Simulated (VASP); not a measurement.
BeTe:

```xyz
2
Lattice="0.0000 2.7700 2.7700 2.7700 0.0000 2.7700 2.7700 2.7700 0.0000" Properties=species:S:1:pos:R:3 pbc="T T T"
Be    0.0000    0.0000    0.0000
Te    1.3850    1.3850    1.3850
```

* Program: VASP 6.6.1
* Task: relaxation of cell and atoms
* Functional: PBE
* Potentials or basis: VASP PAW PBE potentials, release 64 (Be, Te)
* Cutoff: 600 eV
* k mesh: 8 × 8 × 8
* Occupations: fermi-dirac, width 0.02 eV
* Spin: no spin polarisation

At the start: pressure 4.5 GPa; volume 21.25 Å³/atom.

Problem. Where does the relaxation end?

Solution. Over 3 steps the energy falls by 19.8 meV/atom and the volume is 22.76 Å³/atom (+7.1 %); space group F-43m (No. 216, to 0.05 Å).

The path:
| step | energy change (eV) | largest force (eV/Å) | pressure (GPa) | volume (Å³) |
| --- | --- | --- | --- | --- |
| 1 | 0.0000 | 0.0000 | 4.45 | 42.51 |
| 2 | -0.0377 | 0.0000 | -0.85 | 46.25 |
| 3 | -0.0396 | 0.0000 | 0.01 | 45.52 |

Final structure:
```
Be Te
1.0
     0.00000    2.83396    2.83396
     2.83396    0.00000    2.83396
     2.83396    2.83396    0.00000
Be Te
1 1
Direct
  0.00000 0.00000 0.00000
  0.25000 0.25000 0.25000
```
